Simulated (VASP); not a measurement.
# Sc, self-consistent run: which settings are enough?

Sc, Fm-3m (no. 225), 1 atom in the cell. PBE; PAW potentials Sc_sv (PBE set). VASP 6.6.1.

Wanted: energy within 0.2 meV/atom; Fermi level within 0.005 eV.

What the run is for: comparing ways to start; Accuracy asked: tight.

POSCAR:
```
Sc
1.0
    0.0000000000      2.2600000000      2.2600000000
    2.2600000000      0.0000000000      2.2600000000
    2.2600000000      2.2600000000      0.0000000000
Sc
1
Direct
    0.0000000000      0.0000000000      0.0000000000
```

## How the run starts (with a second run first, the time holds both)

| How the run starts (with a second run first, the time holds both) | Energy less reference (meV/atom) | Fermi level (eV) | Time (s) |
|---|---|---|---|
| from scratch: 11 SCF iterations | 0.00 | 4.1441 | 15 |
| density of a coarse mesh (ICHARG 1): 12 + 9 SCF iterations | 0.00 | 4.1441 | 19 |
| orbitals of a lower cutoff (ISTART 1): 12 + 5 SCF iterations | 0.00 | 4.1441 | 13 |
| orbitals of a loose run: 9 + 3 SCF iterations | 0.00 | 4.1441 | 12 |

Chosen: from scratch: 11 SCF iterations; no other choice that stays within the tolerance saves 30 % of the time.

The chosen settings are those of the reference run.

## The input

INCAR:
```
SYSTEM = Sc
ALGO     = Normal         ! electronic algorithm
EDIFF    = 1E-6           ! SCF threshold, eV
ENCUT    = 400            ! plane-wave cutoff, eV
GGA      = PE             ! functional
GGA_COMPAT= .FALSE.      
ISIF     = 2              ! what is computed and relaxed
ISMEAR   = 1              ! smearing method
LASPH    = .TRUE.         ! aspherical terms in the spheres
LCHARG   = .FALSE.        ! write CHGCAR
LREAL    = .FALSE.        ! projectors in reciprocal space
LWAVE    = .FALSE.        ! write WAVECAR
NELM     = 120            ! most SCF steps
PREC     = Accurate       ! precision mode
SIGMA    = 0.1            ! smearing width, eV
```

KPOINTS:
```
k-points
0
Gamma
  13 13 13
```

Commands:
```
cat potpaw_PBE.64/Sc_sv/POTCAR > POTCAR
mpirun -np 1 vasp_std > vasp.out
```

The chosen input took VASP 6.6.1 15 s on 1 core (Intel Xeon Platinum 8375C @ 2.90GHz (Ice Lake)), a shared host.

## An input that fails: restart asked without its files

VASP's message: ERROR: charge density could not be read from file CHGCAR for ICHARG>10.

Changes against the starting input:
```
- NELM = 120
+ NELM = 60
+ ICHARG = 11
```
